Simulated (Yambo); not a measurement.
# GaN (F-43m) in Yambo: notebook

The runs below take GaN through optical spectrum, optical spectrum by the Bethe-Salpeter equation, with PBEsol.

Everything below comes from runs of Yambo 5.3.0. Logs are shortened: lines on timing, memory, paths and dates and some standing lists are left out, and cuts for length are marked.

**Measured values to compare with.**

A printed reference work, textbook reports, for a bulk crystal of GaN at 0 K: band gap 3.299 eV (direct).

The runs below are set against these values where they give the same quantity.

### Step 1. Starting point

The structure is cubic, space group F-43m (No. 216). The conventional cell has a = 4.507 Å, b = 4.507 Å, c = 4.507 Å, α = 90.00°, β = 90.00°, γ = 90.00°. Ga (site symmetry -43m) is surrounded by 4 N at 1.95 Å. N (site symmetry -43m) is surrounded by 4 Ga at 1.95 Å.

The cell is a database's computed one.

### Step 2. Optical spectrum, PBEsol

The input, optics1.in:

```
optics
chi
Chimod= "HARTREE"
% BndsRnXd
 1 | 34 |
%
NGsBlkXd= 3 Ry
% LongDrXd
 1 | 0 | 0 |
%
% QpntsRXd
 1 | 1 |
%
% EnRngeXd
 0 | 20 | eV
%
% DmRngeXd
 0.1 | 0.1 | eV
%
ETStpsXd= 200
```

The input, scf.in:

```
&CONTROL
  calculation = 'scf'
  prefix = 'pwscf'
  outdir = './tmp'
  pseudo_dir = './pseudo'
/
&SYSTEM
  ibrav = 0
  nat = 2
  ntyp = 2
  ecutwfc = 84
  nbnd = 15
  occupations = 'smearing'
  smearing = 'fd'
  degauss = 0.00367493
  force_symmorphic = .true.
/
&ELECTRONS
  conv_thr = 4d-10
  electron_maxstep = 120
  mixing_beta = 0.5
/
ATOMIC_SPECIES
Ga    69.7230 Ga.upf
N     14.0070 N.upf
CELL_PARAMETERS angstrom
   0.0000000000    2.2535006075    2.2535006075
   2.2535006075    0.0000000000    2.2535006075
   2.2535006075    2.2535006075    0.0000000000
ATOMIC_POSITIONS crystal
Ga     0.0000000000    0.0000000000    0.0000000000
N      0.2500000000    0.2500000000    0.2500000000
K_POINTS automatic
10 10 10 0 0 0
```

The input, nscf.in:

```
&CONTROL
  calculation = 'nscf'
  prefix = 'pwscf'
  outdir = './tmp'
  pseudo_dir = './pseudo'
/
&SYSTEM
  ibrav = 0
  nat = 2
  ntyp = 2
  ecutwfc = 84
  nbnd = 89
  occupations = 'fixed'
  force_symmorphic = .true.
/
&ELECTRONS
  conv_thr = 1d-08
  diago_full_acc = .true.
  diago_thr_init = 1d-06
/
ATOMIC_SPECIES
Ga    69.7230 Ga.upf
N     14.0070 N.upf
CELL_PARAMETERS angstrom
   0.0000000000    2.2535006075    2.2535006075
   2.2535006075    0.0000000000    2.2535006075
   2.2535006075    2.2535006075    0.0000000000
ATOMIC_POSITIONS crystal
Ga     0.0000000000    0.0000000000    0.0000000000
N      0.2500000000    0.2500000000    0.2500000000
K_POINTS automatic
6 6 6 0 0 0
```

Potentials or basis: PseudoDojo 0.4.1 SR PBEsol standard.

On the command line:

```bash
$ OMP_NUM_THREADS=1 pw.x -in scf.in > scf.out
$ OMP_NUM_THREADS=1 pw.x -in nscf.in > nscf.out
$ cd tmp/pwscf.save; p2y; mv SAVE ../..; cd ../..
$ OMP_NUM_THREADS=1 yambo
$ OMP_NUM_THREADS=1 yambo -F optics1.in -J optics1 -C optics1_out
```

Yambo's report:

```text
[... sections 02.01 to 02.04 as in the set-up run ...]

  [02.05] Energies & Occupations
  ==============================

  [X] === General ===
  [X] Electronic Temperature                        :  0.000000  0.000000 [eV K]
  [X] Bosonic    Temperature                        :  0.000000  0.000000 [eV K]
  [X] Finite Temperature mode                       : no
  [X] El. density                                   :  0.78645E+24 [cm-3]
  [X] Fermi Level                                   :  10.45562 [eV]

  [X] === Gaps and Widths ===
  [X] Conduction Band Min                           :  1.705065 [eV]
  [X] Valence Band Max                              :  0.000000 [eV]
  [X] Filled Bands                                  :   9
  [X] Empty Bands                                   :   10   89
  [X] Direct Gap                                    :  1.705065 [eV]
  [X] Direct Gap localized at k                     :  1
  [X] Indirect Gap                                  :  1.705065 [eV]
  [X] Indirect Gap between kpts                     :  1  1
  [X] Last valence band width                       :  3.468519 [eV]
  [X] 1st conduction band width                     :  4.726911 [eV]

 [03] Transferred momenta grid and indexing
 ==========================================

 IBZ Q-points                                      :  16
 BZ  Q-points                                      :  216

 K/Q-points units:
 rlu = crystal or reduced units; cc = cartesian coordinates; iku = interal k-units

 Q [ 1]         [rlu]:  0.000000  0.000000  0.000000
 Q [ 2]         [rlu]:  0.28534E-17  0.28534E-17  0.16667
 Q [ 3]         [rlu]:  0.57068E-17  0.57068E-17  0.33333
 Q [ 4]         [rlu]: -0.21514E-16 -0.21514E-16 -0.50000
 Q [ 5]         [rlu]: -0.28532E-17  0.16667      0.16667
 Q [ 6]         [rlu]: -0.16186E-17  0.16667      0.33333
 Q [ 7]         [rlu]: -0.41609E-17  0.16667      0.50000
 Q [ 8]         [rlu]: -0.21514E-16  0.16667     -0.33333
 Q [ 9]         [rlu]:  0.32371E-17  0.16667     -0.16667
 Q [10]         [rlu]: -0.57063E-17  0.33333      0.33333
 Q [11]         [rlu]:  0.16731E-16  0.33333      0.50000
 Q [12]         [rlu]: -0.49037E-16  0.33333     -0.33333
 Q [13]         [rlu]:  0.46183E-16 -0.50000     -0.50000
 Q [14]         [rlu]:  0.166667  0.333333  0.500000
 Q [15]         [rlu]:  0.166667  0.333333 -0.333333
 Q [16]         [rlu]:  0.166667 -0.500000 -0.333333

 [WARNING] [Xd] User bands 1-34 break level degeneracy

 [04] Dipoles
 ============

  [04.01] Setup: observables and procedures
  =========================================

  [WF-Oscillators/G space/Transverse up loader] Normalization (few states)  min/max  :  0.79967E-17   1.0000

  [WR./optics1//ndb.dipoles]------------------------------------------------------
   Brillouin Zone Q/K grids (IBZ/BZ)                :   16  216   16  216
   RL vectors                                       :  2685 [WF]
   Fragmentation                                    : yes
   Electronic Temperature                           :  0.000000 [K]
   Bosonic    Temperature                           :  0.000000 [K]
   DIP band range                                   :    1   34
   DIP band range limits                            :   9  10
   DIP e/h energy range                             : -1.000000 -1.000000 [eV]
   RL vectors in the sum                            :  2685
   [r,Vnl] included                                 : yes
   Bands ordered                                    : yes
   Direct v evaluation                              : no
   Approach used                                    : G-space v
   Dipoles computed                                 : R V P [G-space]
   Wavefunctions                                    : Perdew, Burke & Ernzerhof SOL(X)+Perdew, Burke & Ernzerhof SOL(C)

  [WARNING] [r,Vnl^pseudo] included in position and velocity dipoles.

  [WARNING] In case H contains other non local terms, these are neglected

 [05] Optics
 ===========

 [X-CG] R(p) Tot o/o(of R):    2766   48600     100
```

Wall time 46 s (1 thread of Arm Neoverse V1, shared host); peak memory 0.29 GiB.

What came out:

- Band gap on the k mesh, mean-field level: 1.71 eV, direct
- Electronic dielectric constant along the field: 6.78
- Electronic dielectric constant along the field, independent particles: 7.04

Dielectric function (along the field direction of the input):
```csv
energy (eV),real part,imaginary part
0.30,6.82,0.13
0.80,7.13,0.19
1.31,8.29,0.59
1.81,2.21,4.39
2.31,5.48,0.38
2.81,6.86,0.34
3.32,9.52,1.38
3.82,3.05,1.97
4.32,7.08,0.79
4.82,8.18,1.76
5.33,2.72,4.93
5.83,6.54,2.18
6.33,8.85,11.03
6.83,4.01,11.56
7.34,-1.48,5.42
7.84,-0.63,4.11
8.34,3.90,1.69
8.84,3.80,5.21
9.35,0.46,6.84
9.85,-0.30,7.34
10.35,-1.72,4.80
10.85,1.38,6.38
11.36,1.17,9.09
11.86,-1.70,3.41
12.36,-1.40,4.40
12.86,-1.63,3.66
13.37,-1.71,1.67
13.87,-1.93,1.39
14.37,-1.93,1.17
14.87,-1.35,0.81
15.38,-1.01,1.50
15.88,-0.88,0.64
16.38,-0.55,0.85
16.88,0.07,0.74
17.39,0.11,0.55
17.89,0.11,0.98
18.39,-0.50,0.89
18.89,-0.03,0.64
19.40,-0.10,0.57
20.00,0.16,0.17
```

Caveat: spectra need much finer meshes, so this one isn't converged; these spectra lack excitons.

### Step 3. Optical spectrum by the Bethe-Salpeter equation, PBEsol

The input, bse2.in:

```
optics
bse
bss
rim_cut
em1s
RandQpts= 1000000
RandGvec= 50 RL
Chimod= "HARTREE"
% BndsRnXs
 1 | 34 |
%
NGsBlkXs= 5 Ry
% LongDrXs
 1 | 0 | 0 |
%
BSKmod= "SEX"
BSEmod= "retarded"
BSSmod= "d"
% BSEQptR
 1 | 1 |
%
% BSEBands
 8 | 11 |
%
BSENGexx= 20 Ry
BSENGBlk= 5 Ry
% BEnRange
 0 | 20 | eV
%
% BDmRange
 0.1 | 0.1 | eV
%
BEnSteps= 200
% BLongDir
 1 | 0 | 0 |
%
BSEprop= "abs"
WRbsWF
% KfnQP_E
 0.47 | 1.0 | 1.0 |
%
```

scf.in is that of step 2.

nscf.in is that of step 2.

Potentials or basis: PseudoDojo 0.4.1 SR PBEsol standard.

On the command line:

```bash
$ OMP_NUM_THREADS=1 pw.x -in scf.in > scf.out
$ OMP_NUM_THREADS=1 pw.x -in nscf.in > nscf.out
$ cd tmp/pwscf.save; p2y; mv SAVE ../..; cd ../..
$ OMP_NUM_THREADS=1 yambo
$ mkdir -p bse2; ln -s $PWD/g0w00/ndb.RIM bse2/
$ OMP_NUM_THREADS=1 yambo -F bse2.in -J bse2 -C bse2_out
$ OMP_NUM_THREADS=1 ypp -J bse2 -C bse2_out -e s -b 1
```

Yambo's report:

```text
[... sections 02.01 to 02.04 as in the set-up run ...]

  [02.05] Energies & Occupations
  ==============================

  [X] === General ===
  [X] Electronic Temperature                        :  0.000000  0.000000 [eV K]
  [X] Bosonic    Temperature                        :  0.000000  0.000000 [eV K]
  [X] Finite Temperature mode                       : no
  [X] El. density                                   :  0.78645E+24 [cm-3]
  [X] Fermi Level                                   :  10.45562 [eV]

  [X] === Gaps and Widths ===
  [X] Conduction Band Min                           :  1.705065 [eV]
  [X] Valence Band Max                              :  0.000000 [eV]
  [X] Filled Bands                                  :   9
  [X] Empty Bands                                   :   10   89
  [X] Direct Gap                                    :  1.705065 [eV]
  [X] Direct Gap localized at k                     :  1
  [X] Indirect Gap                                  :  1.705065 [eV]
  [X] Indirect Gap between kpts                     :  1  1
  [X] Last valence band width                       :  3.468519 [eV]
  [X] 1st conduction band width                     :  4.726911 [eV]

 [03] Transferred momenta grid and indexing
 ==========================================

 [BZ sampling] Q-grid is User defined and/or read from the database

 IBZ Q-points                                      :  16
 BZ  Q-points                                      :  216

 K/Q-points units:
 rlu = crystal or reduced units; cc = cartesian coordinates; iku = interal k-units

 Q [ 1]         [rlu]:  0.000000  0.000000  0.000000
 Q [ 2]         [rlu]:  0.28534E-17  0.28534E-17  0.16667
 Q [ 3]         [rlu]:  0.57068E-17  0.57068E-17  0.33333
 Q [ 4]         [rlu]: -0.21514E-16 -0.21514E-16 -0.50000
 Q [ 5]         [rlu]: -0.28532E-17  0.16667      0.16667
 Q [ 6]         [rlu]: -0.16186E-17  0.16667      0.33333
 Q [ 7]         [rlu]: -0.41609E-17  0.16667      0.50000
 Q [ 8]         [rlu]: -0.21514E-16  0.16667     -0.33333
 Q [ 9]         [rlu]:  0.32371E-17  0.16667     -0.16667
 Q [10]         [rlu]: -0.57063E-17  0.33333      0.33333
 Q [11]         [rlu]:  0.16731E-16  0.33333      0.50000
 Q [12]         [rlu]: -0.49037E-16  0.33333     -0.33333
 Q [13]         [rlu]:  0.46183E-16 -0.50000     -0.50000
 Q [14]         [rlu]:  0.166667  0.333333  0.500000
 Q [15]         [rlu]:  0.166667  0.333333 -0.333333
 Q [16]         [rlu]:  0.166667 -0.500000 -0.333333
[... 262 lines left out ...]
     [K] Kernel`s coupling                            : no
     [K] Exchange                                     : no [cpl]
     [K] Correlation                                  : no [cpl]
     [K] W interaction is bare                        : no
     [K] ALDA kernel in R-space                       : no
     [K] RL vectors                                   :  283 [exchange]
     [K] RL vectors                                   :   51 [correlation]
     [K] E/h energy range                             : -1.000000 -1.000000 [eV]
     [K] Coupling range                               :  100.0000  100.0000 [o/o]
     [W] Interaction is diagonal                      : no
     [W] Matrix size                                  :   51
     [W] Bands                                        :    1   34
     [W] e/h energy range                             : -1.000000 -1.000000 [eV]
     [W] Poles                                        :  100.0000 [o/o]
     [W] RL vectors in the sum                        :  2685
     [W] [r,Vnl] included                             : yes
     [W] Field direction                              :  0.100000E-4   0.00000      0.00000
     [W] Coulomb Cutoff                               : none
     [W] Hxc Kernel                                   : HARTREE
     [RIM] RL components                              :   51 [col]
     [RIM] Random points                              :  1000000 [col]
     [SOC] Perturbative SOC                           : no
     [K] Kernel long-range exchange                   : BAR

    [08.01.05.03] Wave-Function Phases
    ==================================

    [BSE] WF phases found       :  67.41536 [o/o]

   [08.01.06] BSE solver(s) @q1
   ============================

   [08.01.07] Diago Solver @q1
   ===========================

   [WR./bse2//ndb.BS_diago_Q1]-----------------------------------------------------
    BS kernel          energies                      : Perdew, Burke & Ernzerhof SOL(X)+Perdew, Burke & Ernzerhof SOL(C)+ user defined corrections @E
    [K] Identifier                                   :   8511
    [K] Dimension                                    :   864
    [K] Bands                                        :   8  11
    [K] Exchange                                     : yes [res]
    [K] Correlation                                  : yes [res]
    [K] Kernel`s coupling                            : no
    [K] Exchange                                     : no [cpl]
    [K] Correlation                                  : no [cpl]
    [K] W interaction is bare                        : no
    [K] ALDA kernel in R-space                       : no
    [K] RL vectors                                   :  283 [exchange]
    [K] RL vectors                                   :   51 [correlation]
    [K] E/h energy range                             : -1.000000 -1.000000 [eV]
    [K] Coupling range                               :  100.0000  100.0000 [o/o]
    [W] Interaction is diagonal                      : no
    [W] Matrix size                                  :   51
    [W] Bands                                        :    1   34
    [W] e/h energy range                             : -1.000000 -1.000000 [eV]
    [W] Poles                                        :  100.0000 [o/o]
    [W] RL vectors in the sum                        :  2685
    [W] [r,Vnl] included                             : yes
    [W] Field direction                              :  0.100000E-4   0.00000      0.00000
    [W] Coulomb Cutoff                               : none
    [W] Hxc Kernel                                   : HARTREE
    [RIM] RL components                              :   51 [col]
    [RIM] Random points                              :  1000000 [col]
    [SOC] Perturbative SOC                           : no
    [K] Kernel long-range exchange                   : BAR
    [BSS] Eigenstates included                       : yes
    [BSS] Field direction                            :  0.100000E-4   0.00000      0.00000
    [BSS] Eigenstates computed                       :   864
    [BSS] Number of BSE matrices                     :  1
```

o-bse2.eps_q1_diago_bse:

```text
# Absorption @ Q(1):   1.00000000      0.00000000      0.00000000    [q->0 direction]
#
[... 52 lines left out ...]
#
        0.000000           0.000000           5.653870           0.000000           4.922493
        0.100503           0.005930           5.656824           0.003368           4.924176
        0.201005           0.011984           5.665748           0.006785           4.929247
        0.301508           0.018295           5.680825           0.010301           4.937780
        0.402010           0.025017           5.702381           0.013974           4.949901
        0.502513           0.032343           5.730907           0.017870           4.965794
[... 192 lines left out ...]
        19.89950           0.006148           0.483378           0.007923           0.368479
        20.00000           0.006032           0.489497           0.007764           0.376360
#
```

o-bse2.exc_qpt1_E_sorted:

```text
# [K] Identifier                                  :   8511
# [K] Dimension                                   :   864
# [K] Bands                                       :   8  11
# [K] Exchange                                    : yes [res]
# [K] Correlation                                 : yes [res]
# [K] Kernel`s coupling                           : no
# [K] Exchange                                    : no [cpl]
# [K] Correlation                                 : no [cpl]
[... 28 lines left out ...]
#
     1.86580252        0.164763159         1.00000000
     1.86706497        0.223250053         2.00000000
     3.67047039        0.657382625         3.00000000
     3.67456726        0.214805849         4.00000000
     3.67495782        0.330175561         5.00000000
     3.72442616        0.189776981E-8      6.00000000
[... 35 lines left out ...]
     5.31876317        0.866178885E-6      42.0000000
     5.31877157        0.420823345E-5      43.0000000
[... 823 further lines ...]
```

Run time: 2 min. Hardware: 1 thread of Arm Neoverse V1, shared host; peak memory 0.29 GiB.

Results:

```
Band gap on the k mesh, mean-field level : 1.71 eV, direct
Exciton binding energy                   : 0.31 eV
Lowest exciton energy                    : 1.87 eV
Lowest bright exciton energy             : 1.87 eV
```

Dielectric function (along the field direction of the input):
| energy (eV) | real part | imaginary part |
| --- | --- | --- |
| 0.30 | 5.68 | 0.02 |
| 0.80 | 5.87 | 0.06 |
| 1.31 | 6.40 | 0.19 |
| 1.81 | 7.95 | 3.78 |
| 2.31 | 5.25 | 0.37 |
| 2.81 | 6.72 | 0.33 |
| 3.32 | 9.59 | 1.26 |
| 3.82 | -0.62 | 5.09 |
| 4.32 | 5.94 | 0.93 |
| 4.82 | 6.62 | 4.89 |
| 5.33 | -1.91 | 11.94 |
| 5.83 | 4.36 | 4.28 |
| 6.33 | 3.57 | 15.76 |
| 6.83 | 3.10 | 14.19 |
| 7.34 | -4.11 | 5.48 |
| 7.84 | -1.76 | 3.46 |
| 8.34 | 1.27 | 1.28 |
| 8.84 | -0.23 | 6.95 |
| 9.35 | -4.67 | 5.00 |
| 9.85 | -2.78 | 2.50 |
| 10.35 | -2.91 | 1.93 |
| 10.85 | -2.30 | 1.96 |
| 11.36 | -1.78 | 0.50 |
| 11.86 | -1.49 | 0.14 |
| 12.36 | -1.08 | 0.16 |
| 12.86 | -0.76 | 0.05 |
| 13.37 | -0.53 | 0.04 |
| 13.87 | -0.35 | 0.03 |
| 14.37 | -0.21 | 0.03 |
| 14.87 | -0.09 | 0.02 |
| 15.38 | 0.01 | 0.02 |
| 15.88 | 0.09 | 0.02 |
| 16.38 | 0.16 | 0.01 |
| 16.88 | 0.23 | 0.01 |
| 17.39 | 0.28 | 0.01 |
| 17.89 | 0.33 | 0.01 |
| 18.39 | 0.38 | 0.01 |
| 18.89 | 0.42 | 0.01 |
| 19.40 | 0.45 | 0.01 |
| 20.00 | 0.49 | 0.01 |

Lowest exciton energies (eV): 1.87, 1.87, 3.67, 3.67, 3.67, 3.72, 3.72, 3.72

Excitons:
```tsv
energy (eV)	strength (relative to the strongest)
1.866	0.16
1.867	0.22
3.670	0.66
3.675	0.21
3.675	0.33
3.724	1.9e-09
3.725	1.6e-09
3.725	7.8e-10
3.736	3.5e-06
3.736	2.4e-08
3.768	1.5e-11
3.769	3.1e-09
```

Caveat: the scissor is the correction of the direct gap in an earlier G0W0 run on the same states; exciton energies and binding change strongly with the k mesh and aren't converged on this one; spectra need much finer meshes, so this one isn't converged.

### Step 4. Against experiment

Step 2. Measured gap of GaN: 3.299 eV (direct; 0 K; a printed reference work, textbook). This calculation gives 1.71 eV (-1.59 eV). Spin-orbit coupling on Ga is left out. The value is that of PBEsol on a finite k mesh, which can miss the band edges, without temperature or zero-point motion. Semilocal functionals fall short of measured gaps as a rule. The cell is a database's relaxed one, not the measured one, which moves gaps too.

Step 3. Measured gap of GaN: 3.299 eV (direct; 0 K; a printed reference work, textbook). This calculation gives 1.71 eV (-1.59 eV). Spin-orbit coupling on Ga is left out. The value is that of PBEsol on a finite k mesh, which can miss the band edges, without temperature or zero-point motion. Semilocal functionals fall short of measured gaps as a rule. The cell is a database's relaxed one, not the measured one, which moves gaps too.
